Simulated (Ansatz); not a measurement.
# CdS (Hawleyite): how the settings move a single-point run

Aim: see which settings change the result for CdS (Hawleyite), by how much, and at what cost.

Computed with Ansatz 0.2.0 (reference: DFT, PBEsol, all-electron LAPW, scalar-relativistic, unless a step's input says otherwise).

1 further run of the same task is left out (it didn't finish).

### 1 Starting point

The structure is trigonal, space group R3m (No. 160). The conventional cell has a = 4.125 Å, b = 4.125 Å, c = 10.103 Å, α = 90.00°, β = 90.00°, γ = 120.00°. Cd (site symmetry 3m) is surrounded by 1 S at 2.07 Å. S (site symmetry 3m) has 1 Cd at 2.07 Å as nearest neighbours.

Structure file:

```cif
data_structure
_symmetry_space_group_name_H-M 'R3m:H'
_symmetry_Int_Tables_number 160
_cell_length_a 4.1246
_cell_length_b 4.1246
_cell_length_c 10.1031
_cell_angle_alpha 90.000
_cell_angle_beta 90.000
_cell_angle_gamma 120.000
_cell_volume 148.85
loop_
_atom_site_label
_atom_site_type_symbol
_atom_site_symmetry_multiplicity
_atom_site_Wyckoff_symbol
_atom_site_fract_x
_atom_site_fract_y
_atom_site_fract_z
_atom_site_occupancy
Cd1 Cd 3 a 0.00000 0.00000 0.02250 1
S1 S 3 a 0.00000 0.00000 0.22750 1
```

### 2 Baseline

The input, input.yaml:

```yaml
crystal:
  lattice:
    - [0.0, 2.9165, 2.9165]
    - [2.9165, 0.0, 2.9165]
    - [2.9165, 2.9165, 0.0]
  atoms:
    - { symbol: Cd, position: [-0.0675, 0.0225, 0.0225] }
    - { symbol: S, position: [0.3175, 0.2275, 0.2275] }
kpoints:
  mp_grid: { grid: [7, 7, 7] }
scf:
  occupations: { method: fermi_dirac, width: 0.03 }
hamiltonian:
  xc: pbesol
  pseudopotentials: { kind: all_electron, lapw: { basis_error: 0.001 } }
output:
  forces: true
  stress: true
  eigenvalues: true
  populations: true
```

The run is started by

```bash
ansatz run input.yaml --threads 1 --pin off --max-ram 2048MiB --backend cpu --events-out ev --progress --plain --runs-dir out
```

### 3 Changing settings: xc revpbe, xc_grid 1

input.yaml: that of step 2 with these lines changed.

```diff
@@ -13,3 +13,3 @@
 hamiltonian:
-  xc: pbesol
+  xc: revpbe
   pseudopotentials: { kind: all_electron, lapw: { basis_error: 0.001 } }
@@ -20 +20,3 @@
   populations: true
+basis:
+  xc_grid: 1
```

Q: Predict the outcome of this session. Wanted: for each run, ending; energy change; pressure; gap; force.

**Answer**, as computed:

| run | ending | energy change | pressure (GPa) | gap (eV) | force (eV/Å) | cycles | time |
| --- | --- | --- | --- | --- | --- | --- | --- |
| reference | converged | - | 8.8 | 1.07 | 6.37 | 7 | 38 s |
| 1: xc revpbe, xc_grid 1 | converged | not comparable | 13.6 | 1.34 | 6.65 | 8 | 42 s |

Residual by cycle in the longest SCF loop of each run; runs are numbered as in the table. The quantity is the density residual dr2, in eV.

| cycle | reference | run 1 |
| --- | --- | --- |
| 1 | 1.9 | 2.15 |
| 2 | 0.122 | 0.112 |
| 3 | 0.0175 | 0.0185 |
| 4 | 6.1e-4 | 9.2e-4 |
| 5 | 1.9e-5 | 3.4e-5 |
| 6 | 1.8e-6 | 4.2e-6 |
| 7 | 7.6e-8 | 2.7e-7 |
| 8 | - | 7.4e-9 |

What this shows: After a change of functional the difference of the totals has no physical meaning; the pressure goes from 8.8 to 13.6 GPa, the gap on the mesh goes from 1.07 to 1.34 eV and the largest force goes from 6.37 to 6.65 eV/Å. The numerical grids changed too.

The gaps are Kohn-Sham values of a semilocal functional, not quasiparticle or optical gaps. Such gaps usually fall short of the measured ones.
